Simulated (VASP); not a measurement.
Wanted: the native input for a VASP 6.6.1 run.

- Task: single point
- Functional: HSE06
- Potentials or basis: VASP PAW PBE potentials, release 64 (K_sv, Cl)
- Cutoff: 520 eV
- k mesh: 6 × 6 × 6
- Occupations: gaussian, width 0.01 eV
- Spin: no spin polarisation
- Dipole correction: no
- Exchange at q = 0: truncated
- Grid for exact exchange (PRECFOCK): Normal
- Screening parameter: 0.2079 1/A
- Further INCAR settings: ALGO = Normal; EDIFF = 1e-06; NBANDS = 15

KCl:

```xyz
2
Lattice="0.0839 3.2287 3.2287 3.2287 0.0839 3.2287 3.2287 3.2287 0.0839" Properties=species:S:1:pos:R:3 pbc="T T T"
K     0.0000    0.0000    0.0000
Cl    3.2706    3.2706    3.2706
```

The cell was built by a generator and needn't be a form met in nature.

The cell isn't the ideal one: shear_111 strain +4.0%.

The input as run:

POSCAR

```
KCl
1.0
    0.0838626217      3.2287109339      3.2287109339
    3.2287109339      0.0838626217      3.2287109339
    3.2287109339      3.2287109339      0.0838626217
K Cl
1 1
Direct
    0.0000000000      0.0000000000      0.0000000000
    0.5000000000      0.5000000000      0.5000000000
```

INCAR.step1

```
SYSTEM = KCl
ALGO = Normal
EDIFF = 1E-5
ENCUT = 520
GGA = PE
ISIF = 2
ISMEAR = 0
LASPH = .True.
LCHARG = .False.
LREAL = .False.
LWAVE = .True.
NBANDS = 15
NELM = 60
PREC = Accurate
SIGMA = 0.01
```

INCAR.step2

```
SYSTEM = KCl
ALGO = Normal
EDIFF = 1E-6
ENCUT = 520
GGA = PE
HFSCREEN = 0.2079
ISIF = 2
ISMEAR = 0
ISTART = 1
LASPH = .True.
LCHARG = .False.
LHFCALC = .True.
LREAL = .False.
LWAVE = .False.
NBANDS = 15
NELM = 60
PREC = Accurate
PRECFOCK = Normal
SIGMA = 0.01
```

KPOINTS

```
k-points
0
Gamma
  6 6 6
  0 0 0
```

Potentials or basis: VASP PAW PBE potentials, release 64 (K_sv, Cl).

Command:

```bash
$ cat potpaw_PBE.64/K_sv/POTCAR potpaw_PBE.64/Cl/POTCAR > POTCAR
$ cp INCAR.step1 INCAR
$ mpirun -np 1 vasp_std > vasp.out
$ cp INCAR.step2 INCAR
$ mpirun -np 1 vasp_std > vasp.out
```

Results of the run:

The pressure is -0.2 GPa and the band gap on the k mesh is 6.32 eV, direct.

Caveat: the PAW data sets were made with another functional, which shifts forces and pressure a little.

Wall time 67 min on 1 thread of Intel(R) Xeon(R) 6975P-C (Granite Rapids), with other jobs on the host, peak memory 0.34 GiB.
